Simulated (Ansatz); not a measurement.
# Si₃Mo₅: experiment and calculation

**The experiment to reproduce.**

From “Doping-induced superconductivity in the topological semimetal Mo5Si3”, 2020, arxiv:2010.16007, for a powder of Si3Mo5 at 300 K: lattice constant a 9.648 ± 0.001 Å; lattice constant c 4.903 ± 0.001 Å.

The runs below are set against these values where they give the same quantity.

Method: DFT PBEsol, scalar-relativistic, plane waves, PAW (Ansatz).

Cutoff 420 eV; k points 8×8×8 on the computed 16-atom cell (Γ-centred); Gaussian smearing, width 0.10 eV; no spin polarisation.

Relaxed structure, symmetry kept:

```xyz
16
Lattice="-4.8021 4.8021 2.4354 4.8021 -4.8021 2.4354 4.8021 4.8021 -2.4354" Properties=species:S:1:pos:R:3 pbc="T T T"
Si    0.0000    0.0000    1.2177
Si    0.0000    0.0000    3.6531
Si    1.6087    6.4108    0.0000
Si    3.1935    1.6087    0.0000
Si    3.1935   -1.6087    2.4354
Si    1.6087    3.1935    2.4354
Mo    0.0000    4.8021    1.2177
Mo    4.8021    0.0000    1.2177
Mo    0.7356    2.1542    0.0000
Mo    7.4500    0.7356    0.0000
Mo    4.0665    2.6479    2.4354
Mo   -2.6479    4.0665    2.4354
Mo    5.5378    2.6479    0.0000
Mo    2.6479    4.0665    0.0000
Mo   -0.7356    2.1542    2.4354
Mo    2.1542    0.7356    2.4354
```

| Property | Result |
| --- | --- |
| Space group | I4/mcm (No. 140) |
| Volume per atom | 14.04 Å³ |
| Formation energy from the elements' standard states (uncorrected) | -0.457 eV/atom |
| Kohn–Sham band gap | none (metal) |
| Density of states at the Fermi level | 8.47 states/eV per cell |
| Löwdin character within 0.5 eV of the Fermi level | Mo 4d 88 % |
| Bulk modulus | 256 GPa |
| Its pressure derivative | 4.3 |

Against the measured lattice constant a of Si3Mo5, 9.648 Å (300 K; powder; the paper above), the calculated 9.604 Å is off by -0.5 %. Measured lattice constant c of Si3Mo5: 4.903 Å (300 K; powder; the paper above). This calculation gives 4.871 Å (-0.7 %). The calculation is for 0 K without zero-point motion.

Cost: 9 runs of about 80 core-minutes in all, on Intel Xeon Platinum 8259CL (Skylake/Cascade Lake) (shared hosts).